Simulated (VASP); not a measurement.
# Settings for Ti: self-consistent run

Ti, Fm-3m (no. 225), 1 atom in the cell. PBE; PAW potentials Ti_sv (PBE set). VASP 6.6.1.

Wanted: energy within 0.2 meV/atom; Fermi level within 0.005 eV.

What the run is for: comparing ways to start; Accuracy asked: tight.

POSCAR:
```
Ti
1.0
    0.0000000000      2.0300000000      2.0300000000
    2.0300000000      0.0000000000      2.0300000000
    2.0300000000      2.0300000000      0.0000000000
Ti
1
Direct
    0.0000000000      0.0000000000      0.0000000000
```

## How the run starts (with a second run first, the time holds both)

| How the run starts (with a second run first, the time holds both) | Energy less reference (meV/atom) | Fermi level (eV) | Time (s) |
|---|---|---|---|
| from scratch: 12 SCF iterations | 0.00 | 8.6243 | 17 |
| orbitals of a nearby geometry (ISTART 1): 12 + 8 SCF iterations | 0.00 | 8.6247 | 46 |
| orbitals and density of a nearby geometry: 12 + 14 SCF iterations | 0.00 | 8.6243 | 58 |
| density of a nearby geometry (ICHARG 1): 12 + 12 SCF iterations | 0.00 | 8.6244 | 47 |
| orbitals in the old basis (ISTART 2), symmetry off: 12 + 10 SCF iterations | -1.29 | 8.6236 | 329 |

Chosen: from scratch: 12 SCF iterations; no other choice that stays within half of the tolerance saves 30 % of the time.

The chosen settings are those of the reference run.

## The input

INCAR:
```
  GGA = PE
  ISMEAR = 1
  SIGMA = 0.1
  LWAVE = F
  LCHARG = F
  ISIF = 2
  PREC = Accurate
  LASPH = T
  LREAL = F
  ALGO = Normal
  EDIFF = 1E-6
  NELM = 120
  GGA_COMPAT = F
  ENCUT = 400
```

KPOINTS:
```
k-points
0
Gamma
  14 14 14
```

Commands:
```
cat potpaw_PBE.64/Ti_sv/POTCAR > POTCAR
mpirun -np 1 vasp_std > vasp.out
```

The chosen input took VASP 6.6.1 17 s on 1 core (Intel Xeon Platinum 8375C @ 2.90GHz (Ice Lake)), a shared host.

## An input that fails: restart asked without its files

VASP's message: ERROR: charge density could not be read from file CHGCAR for ICHARG>10.

Changes against the starting input:
```
- NELM = 120
+ NELM = 60
+ ICHARG = 11
```
